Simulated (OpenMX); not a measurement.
**Ru under changes of volume**

One of the cells (13.575 Å³/atom); the others are scaled copies at fixed shape and fractional positions:

```
Ru
1.0
     2.70580    0.00000    0.00000
    -1.35290    2.34329    0.00000
     0.00000    0.00000    4.28190
Ru
2
Direct
  0.66667 0.33333 0.75000
  0.33333 0.66667 0.25000
```

| Item | Value |
| --- | --- |
| Program | OpenMX 3.8.5 |
| Functional | PBE |
| Potentials or basis | OpenMX 2013 PBE set, Ru7.0-s3p2d1, fixed grid of 28 × 28 × 50 points |
| k mesh | 11 × 11 × 7 |
| Occupations | fermi-dirac, width 0.05 eV |
| Spin | no spin polarisation |

```csv
volume (Å³/atom),energy over the lowest point (meV/atom),largest force (eV/Å)
12.760,161.79,0.014
13.032,100.83,0.014
13.303,55.79,0.013
13.575,25.04,0.012
13.846,6.87,0.011
14.118,0.00,0.011
14.389,?,?
```

Task: What does the run at 14.389 Å³/atom give?

Result: Energy over the lowest point 3.26 meV/atom; largest force 0.010 eV/Å.

Worked out: A Birch-Murnaghan fit of order 3 (a polynomial in V^(-2/3)) to the other rows has its minimum at 14.16 Å³/atom, just outside them, with B0 = V·E''(V) = 304 GPa and B' = 4.9 at fixed shape and positions, which overstates the stiffness. It gives 3.22 meV/atom at 14.389 Å³/atom, against the run's 3.26.

Energies are extrapolated to zero smearing.

Caveats: the basis of atomic orbitals isn't converged, which shifts pressures, moduli and gaps.
